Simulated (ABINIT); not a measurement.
KTaO3:

```
Ta K O
1.0
     3.98830    0.00000    0.00000
     0.00000    3.98830    0.00000
     0.00000    0.00000    3.98830
Ta K O
1 1 3
Cartesian
  0.0000 0.0000 0.0000
  1.9942 1.9942 1.9942
  0.0000 0.0000 1.9942
  0.0000 1.9942 0.0000
  1.9942 0.0000 0.0000
```

Program: ABINIT 10.8.3 (patched build). Alike in all runs: no spin polarisation; cell as given; smearing fermi-dirac 0.05 eV.

Q: Order these runs on this cell by their pressure, lowest first.
A. level PW91; potentials or basis JTH PAW PBE v2.0; k mesh 7 × 7 × 7; cutoff (eV) 626; fine-grid cutoff 1224.51 eV
B. level r2SCAN; potentials or basis JTH PAW PBE v2.0; k mesh 4 × 4 × 4; cutoff (eV) 762; fine-grid cutoff 1360.57 eV
C. level LDA; potentials or basis JTH PAW LDA v2.0; k mesh 7 × 7 × 7; cutoff (eV) 626; fine-grid cutoff 1224.51 eV
D. level revPBE; potentials or basis JTH PAW PBE v2.0; k mesh 7 × 7 × 7; cutoff (eV) 626; fine-grid cutoff 1224.51 eV

A: C (-6.2 GPa), B (-0.1 GPa), A (4.8 GPa), D (8.8 GPa).

Caveats: the atomic spheres overlap; the PAW data sets were made with another functional, which shifts forces and pressure a little (some runs).
